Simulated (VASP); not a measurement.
Write the native input for VASP 6.6.1 that does the following.

```
Task                      : vibrations by finite differences
Functional                : r2SCAN
Potentials or basis       : VASP PAW PBE potentials, release 64 (W_sv)
Cutoff                    : 520 eV
k mesh                    : 18 × 18 × 18
Occupations               : gaussian, width 0.1 eV
Spin                      : no spin polarisation
Ions in elastic constants : relaxed
Further INCAR settings    : ALGO = Normal; EDIFF = 1e-08; NBANDS = 13; IBRION = 6; POTIM = 0.015; NSW = 1; ISIF = 3
```

The structure of W lies in POSCAR:

```
W                                       
1.0
   -1.5862724354      1.5862724354      1.5862724354
    1.5862724354     -1.5862724354      1.5862724354
    1.5862724354      1.5862724354     -1.5862724354
  W             
     1
Direct
     0.0000000000000000    0.0000000000000000    0.0000000000000000
```

The input as run:

INCAR

```
SYSTEM = W
PREC = Accurate
ENCUT = 520
EDIFF = 1E-8
ISMEAR = 0
SIGMA = 0.1
LREAL = .FALSE.
LASPH = .TRUE.
NELM = 100
ALGO = Normal
ISIF = 3
LWAVE = .FALSE.
LCHARG = .FALSE.
METAGGA = R2SCAN
LMIXTAU = .TRUE.
NBANDS = 13
IBRION = 6
NFREE = 2
POTIM = 0.015
NSW = 1
```

KPOINTS

```
Automatic mesh
0
G
  18 18 18
  0 0 0
```

Potentials or basis: VASP PAW PBE potentials, release 64 (W_sv).

The run is started by

```console
$ cat potpaw_PBE.64/W_sv/POTCAR > POTCAR
$ mpirun -np 1 vasp_std > vasp.out
```

It gave:

```json
{"Elastic constants C11, C12, C44": "508, 223, 137 GPa", "Voigt bulk modulus": "318 GPa"}
```

Caveat: elastic constants of metals need much finer meshes, so these are rough; the PAW data sets were made with another functional, which shifts forces and pressure a little.

Wall time 82 min on 1 thread of Intel(R) Xeon(R) Platinum 8488C (Sapphire Rapids), with other jobs on the host, peak memory 0.65 GiB.
